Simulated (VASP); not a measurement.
# In in VASP: a series of runs

One slab, In, is run at these levels: PBE; tasks: single point.

Everything below comes from runs of VASP 6.6.1. Logs are shortened: lines on timing, memory, paths and dates and some standing lists are left out, and cuts for length are marked.

## Step 1: The slab as given

The cell holds a slab with vacuum, 3 atoms: a = 3.335 Å, b = 3.335 Å, c = 15.509 Å, α = 90.00°, β = 90.00°, γ = 120.00°.

The slab is cut from a database's or a generator's crystal, which needn't be the stable form of the element.

## Step 2: Single point, PBE

Input file INCAR:

```
SYSTEM = In
PREC = Accurate
ENCUT = 460
EDIFF = 1E-7
ISMEAR = 1
SIGMA = 0.1
LREAL = .FALSE.
LASPH = .TRUE.
NELM = 120
ALGO = Normal
ISIF = 2
LWAVE = .FALSE.
LCHARG = .FALSE.
LDIPOL = .TRUE.
IDIPOL = 3
DIPOL = 0.5 0.5 0.500
GGA = PE
NBANDS = 30
LVHAR = .TRUE.
LVACPOTAV = .TRUE.
```

Input file KPOINTS:

```
regular mesh
0
G
  17 17 1
  0 0 0
```

Input file POSCAR:

```
In
1.0
    3.3354847820      0.0000000000      0.0000000000
   -1.6677423910      2.8886145552      0.0000000000
    0.0000000000      0.0000000000     15.5091429200
In
3
Direct
    0.3333333300      0.6666666600      0.3223904780
    0.6666666700      0.3333333400      0.5000000000
    0.3333333300      0.6666666600      0.6776095220
```

Potentials or basis: VASP PAW PBE potentials, release 64 (In_d).

Launch:

```sh
$ cat potpaw_PBE.64/In_d/POTCAR > POTCAR
$ mpirun -np 1 vasp_std > vasp.out
```

OUTCAR:

```text
SYSTEM = In
   PREC = Accurate
   ENCUT = 460
   EDIFF = 1E-7
   ISMEAR = 1
   LREAL = .FALSE.
   LASPH = .TRUE.
   NELM = 120
   ISIF = 2
   GGA = PE

 Found     33 irreducible k-points:

 Following reciprocal coordinates:
            Coordinates               Weight
  0.000000  0.000000  0.000000      1.000000
  0.058824 -0.000000  0.000000      6.000000
  0.117647 -0.000000  0.000000      6.000000
  0.176471 -0.000000  0.000000      6.000000
  0.235294 -0.000000  0.000000      6.000000
  0.294118  0.000000  0.000000      6.000000
   k-points           NKPTS =     33   k-points in BZ     NKDIM =     33   number of bands    NBANDS=     30
   number of dos      NEDOS =    301   number of ions     NIONS =      3
   total plane-waves  NPLWV =  62208
   dimension x,y,z NGX =    24 NGY =   24 NGZ =  108
   dimension x,y,z NGXF=    48 NGYF=   48 NGZF=  216
   ions per type =               3
   NGX,Y,Z   is equivalent  to a cutoff of  11.96, 11.96, 11.58 a.u.
   NGXF,Y,Z  is equivalent  to a cutoff of  23.92, 23.92, 23.15 a.u.
 SYSTEM =  In
   PREC   = accura    normal or accurate (medium, high low for compatibility)
   ISTART =      0    job   : 0-new  1-cont  2-samecut
   ICHARG =      2    charge: 1-file 2-atom 10-const
   ISPIN  =      1    spin polarized calculation?
   LNONCOLLINEAR =      F non collinear calculations
   LSORBIT =      F    spin-orbit coupling
   LASPH  =      T    aspherical Exc in radial PAW
   ENCUT  =  460.0 eV  33.81 Ry    5.81 a.u.   5.83  5.83 27.12*2*pi/ulx,y,z
   NELM   =    120;   NELMIN=  2; NELMDL= -5     # of ELM steps
   EDIFF  = 0.1E-06   stopping-criterion for ELM
   LREAL  =      F    real-space projection
   EDIFFG = 0.1E-05   stopping-criterion for IOM
   NSW    =      0    number of steps for IOM
   IBRION =     -1    ionic relax: 0-MD 1-quasi-New 2-CG
   NFREE  =      0    steps in history (QN), initial steepest desc. (CG)
   ISIF   =      2    stress and relaxation
   ISYM   =      2    0-nonsym 1-usesym 2-fastsym
   POTIM  = 0.5000    time-step for ionic-motion
   TEBEG  =    0.0;   TEEND  =   0.0 temperature during run
   PSTRESS=    0.0 pullay stress
   NELECT =      39.0000    total number of electrons
   NUPDOWN=      -1.0000    fix difference up-down
   EMIN   =  10.00;   EMAX   =-10.00  energy-range for DOS
   EFERMI =   0.00;   METHOD = LEGACY
   ISMEAR =     1;   SIGMA  =   0.10  broadening in eV -4-tet -1-fermi 0-gaus
   EFERMI_NEDOS =   21; number of points for ismear=-14 and -15
   IALGO  =     38    algorithm
   IMIX   =      4    mixing-type and parameters
     AMIX     =   0.40;   BMIX     =  1.00
     AMIX_MAG =   1.60;   BMIX_MAG =  1.00
  volume/ion in A,a.u.               =      49.81       336.13
  Fermi-wavevector in a.u.,A,eV,Ry     =   1.046207  1.977044 14.892242  1.094549
  Thomas-Fermi vector in A             =   2.181035
   LORBIT       =      0    0 simple, 1 ext, 2 COOP (PROOUT), +10 PAW based schemes
   GGA     = PE    functional components
   LHFCALC =     F    Hartree Fock is set to
   AEXX    =    0.0000 exact exchange contribution
   IVDW    =     0    specifies the selected vdW correction
   LEPSILON=     F    determine dielectric tensor
   LRPA    =     F    only Hartree local field effects (RPA)
 non-spin polarized calculation
 Methfessel and Paxton  Order N= 1 SIGMA  =   0.10
  energy-cutoff  :      460.00
  volume of cell :      149.43
 maximum number of plane-waves:      3372
 NGX is ok and might be reduce to    24
   NGX = 11   NGY = 11   NGZ = 55

 dipolmoment           0.000000      0.000000     -0.000000 electrons x Angstroem

 number of electron      38.9999984 magnetization

 dipolmoment           0.000000      0.000000      0.000000 electrons x Angstroem

 Free energy of the ion-electron system (eV)
  ---------------------------------------------------
  ext. energy  EPLUGINS =         0.00000000
  ---------------------------------------------------
  free energy    TOTEN  =        -7.33659298 eV

  energy without entropy =       -7.33799078  energy(sigma->0) =       -7.33705892

 E-fermi :   2.1742     XC(G=0):  -6.3298

 val. band max:        2.1362775281   @ k =   0.4118   0.1176   0.0000
 cond. band min:       2.2062492931   @ k =   0.3529   0.2353   0.0000
 fundamental gap:      0.0699717650
 Fermi energy:         2.1741671308

 k-point     1 :       0.0000    0.0000    0.0000
  band No.  band energies     occupation
      1     -12.5015      2.00000
      2     -12.4663      2.00000
      3     -12.4585      2.00000
      4     -12.4488      2.00000
      5     -12.4488      2.00000
      6     -12.3965      2.00000
[... 22 lines left out ...]
     29      12.3885      0.00000
     30      12.3885      0.00000

 k-point     2 :       0.0588   -0.0000    0.0000
  band No.  band energies     occupation
      1     -12.4976      2.00000
      2     -12.4620      2.00000
      3     -12.4595      2.00000
      4     -12.4436      2.00000
      5     -12.4395      2.00000
      6     -12.3982      2.00000
[... 22 lines left out ...]
     29      11.8799      0.00000
     30      12.5176      0.00000

 k-point     3 :       0.1176   -0.0000    0.0000
  band No.  band energies     occupation
      1     -12.4969      2.00000
      2     -12.4553      2.00000
      3     -12.4553      2.00000
      4     -12.4307      2.00000
      5     -12.4129      2.00000
      6     -12.3997      2.00000
[... 22 lines left out ...]
     29      10.9682      0.00000
     30      12.2110      0.00000

 k-point     4 :       0.1765   -0.0000    0.0000
  band No.  band energies     occupation
      1     -12.5129      2.00000
      2     -12.4599      2.00000
      3     -12.4403      2.00000
      4     -12.4227      2.00000
      5     -12.3973      2.00000
      6     -12.3730      2.00000
[... 22 lines left out ...]
     29      10.2679      0.00000
     30      11.4471      0.00000

 k-point     5 :       0.2353   -0.0000    0.0000
  band No.  band energies     occupation
      1     -12.5371      2.00000
      2     -12.4762      2.00000
      3     -12.4433      2.00000
      4     -12.4127      2.00000
      5     -12.4077      2.00000
      6     -12.3543      2.00000
[... 22 lines left out ...]
     29      10.5953      0.00000
     30      10.9900      0.00000

 k-point     6 :       0.2941    0.0000    0.0000
  band No.  band energies     occupation
      1     -12.5629      2.00000
      2     -12.4963      2.00000
      3     -12.4581      2.00000
      4     -12.4349      2.00000
      5     -12.4141      2.00000
      6     -12.3634      2.00000
[... 22 lines left out ...]
     29      10.4590      0.00000
     30      10.6377      0.00000

 [... further k-points ...]

------------------------ aborting loop because EDIFF is reached ----------------------------------------

  FORCE on cell =-STRESS in cart. coord.  units (eV):
  Direction    XX          YY          ZZ          XY          YZ          ZX
  --------------------------------------------------------------------------------------
  -------------------------------------------------------------------------------------
  Total       -0.3426484     -0.3426484      0.3640260      0.0000000      0.0000000     -0.0000000
  in kB       -3.6738629     -3.6738629      3.9030730      0.0000000      0.0000000     -0.0000000
  external PRESSURE =      -1.1482176 kB  Pullay stress =       0.0000000 kB

 VOLUME and BASIS-vectors are now :
 -----------------------------------------------------------------------------
  energy-cutoff  :      460.00
  volume of cell :      149.43
      direct lattice vectors                 reciprocal lattice vectors
     3.335484782  0.000000000  0.000000000     0.299806495  0.173093360  0.000000000
    -1.667742391  2.888614555  0.000000000     0.000000000  0.346186721  0.000000000
     0.000000000  0.000000000 15.509142920     0.000000000  0.000000000  0.064478096

 POSITION                                       TOTAL-FORCE (eV/Angst)
 -----------------------------------------------------------------------------------
      0.00000      1.92574      5.00000         0.000000     -0.000000     -0.063571
      1.66774      0.96287      7.75457        -0.000000      0.000000      0.000000
      0.00000      1.92574     10.50914         0.000000     -0.000000      0.063571
 -----------------------------------------------------------------------------------
    total drift:                               -0.000000      0.000008      0.000000

  FREE ENERGIE OF THE ION-ELECTRON SYSTEM (eV)
  ---------------------------------------------------
  free  energy   TOTEN  =        -7.3365929833 eV

  energy  without entropy=       -7.3379907808  energy(sigma->0) =       -7.33705892

 vacuum level on the upper side and lower side of the slab         5.981         5.981
```

OSZICAR:

```text
N       E                     dE             d eps       ncg     rms          rms(c)
DAV:   1     0.351563068670E+03    0.35156E+03   -0.17259E+04  1986   0.131E+03
DAV:   2     0.290634426929E+02   -0.32250E+03   -0.31640E+03  1992   0.368E+02
DAV:   3    -0.601161908195E+01   -0.35075E+02   -0.34833E+02  2376   0.145E+02
[... 12 lines left out ...]
DAV:  16    -0.733659079658E+01   -0.23461E-04   -0.25268E-06  1958   0.147E-02    0.332E-03
DAV:  17    -0.733659246830E+01   -0.16717E-05   -0.21324E-07  1658   0.427E-03    0.169E-03
DAV:  18    -0.733659274453E+01   -0.27623E-06   -0.82488E-08  1504   0.350E-03    0.439E-04
DAV:  19    -0.733659295316E+01   -0.20864E-06   -0.46848E-08  1524   0.394E-03    0.209E-04
DAV:  20    -0.733659298329E+01   -0.30125E-07   -0.75883E-09  1644   0.181E-03
   1 F= -.73365930E+01 E0= -.73370589E+01  d E =0.139780E-02
```

It took 2 min on 1 thread of Intel Xeon Platinum 8259CL at 2.50GHz (Skylake/Cascade Lake), shared host; peak memory 0.27 GiB.

The run converged, but some of its settings lie outside the range that counts as converged, so its numbers aren't taken as properties of the slab.

Results:

```
Free energy                     : -7.3366 eV
Largest force                   : 0.064 eV/Å
Band gap on the k mesh          : none (metal or under the smearing width)
Work function of the upper face : 3.81 eV
Work function of the lower face : 3.81 eV
```

## Step 3: Single point, PBE

This run uses another cell than the first one, of 75.50 Å³/atom, 1.516 times its volume.

INCAR is that of step 2.

Input file KPOINTS:

```
regular mesh
0
G
  14 14 1
  0 0 0
```

Input file POSCAR:

```
In
1.0
    3.3354847820      0.0000000000      0.0000000000
   -1.6677423910      2.8886145552      0.0000000000
    0.0000000000      0.0000000000     23.5091429200
In
3
Direct
    0.3333333300      0.6666666600      0.3828297795
    0.6666666700      0.3333333400      0.5000000000
    0.3333333300      0.6666666600      0.6171702205
```

Potentials or basis: VASP PAW PBE potentials, release 64 (In_d).

Launch:

```sh
$ cat potpaw_PBE.64/In_d/POTCAR > POTCAR
$ mpirun -np 1 vasp_std > vasp.out
```

It took 3.1 min on 1 thread of Intel Xeon Platinum 8259CL at 2.50GHz (Skylake/Cascade Lake), shared host; peak memory 0.31 GiB.

These settings aren't checked as converged: the numbers below hold their error.

What came out:

```yaml
Free_energy: -7.3523 eV
Largest_force: 0.103 eV/Å
Band_gap_on_the_k_mesh: none (metal or under the smearing width)
Work_function_of_the_upper_face: 3.80 eV
Work_function_of_the_lower_face: 3.80 eV
```

(Part 1 of 2 ends here.)
